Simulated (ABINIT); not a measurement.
**Ta: equation of state with PBE**

**The experiment to reproduce.**

“Pressure effects on the electronic structure and superconductivity of (TaNb)0.67(HfZrTi)0.33 high entropy alloy”, 2019, arxiv:1910.08312 quotes, for a bulk crystal of Ta: bulk modulus 194 GPa.

Crystal: Ta.

```
CELL_PARAMETERS angstrom
-1.65128 1.65128 1.65128
1.65128 -1.65128 1.65128
1.65128 1.65128 -1.65128
ATOMIC_POSITIONS crystal
Ta 0.00000 0.00000 0.00000
```

```json
{"Program": "ABINIT 10.8.3 (patched build)", "Task": "equation of state", "Functional": "PBE", "Potentials or basis": "JTH PAW PBE v2.0", "Cutoff": "408 eV", "k mesh": "11 × 11 × 11", "Occupations": "fermi-dirac, width 0.05 eV", "Spin": "spin-orbit coupling, no magnetisation"}
```

```yaml
Equilibrium_volume: 18.24 Å³/atom
Bulk_modulus: 195 GPa
Pressure_derivative_of_the_bulk_modulus: 4.0
```

Energy against volume, from the lowest point:
| volume (Å³/atom) | energy (meV/atom) |
| --- | --- |
| 16.930 | 64.07 |
| 17.290 | 32.28 |
| 17.650 | 11.42 |
| 18.010 | 1.23 |
| 18.371 | 0.00 |
| 18.731 | 7.02 |
| 19.091 | 21.92 |

Run time: 110 s on 1 thread of Arm Neoverse V2 (shared host), peak memory 0.13 GiB.

Against the measured bulk modulus of Ta, 194 GPa (quoted in “Pressure effects on the electronic structure and superconductivity of (TaNb)0.67(HfZrTi)0.33 high entropy alloy”, 2019, arxiv:1910.08312), the calculated 195 GPa is off by +0.7 %. The fit is for a static lattice scaled at fixed shape and fixed fractional positions.

Caveat: the cutoff is too short for stress, so the log's stress isn't used; pressures at fixed basis lie under the slope of the energies. PBE usually gives volumes a little too large and moduli too small.
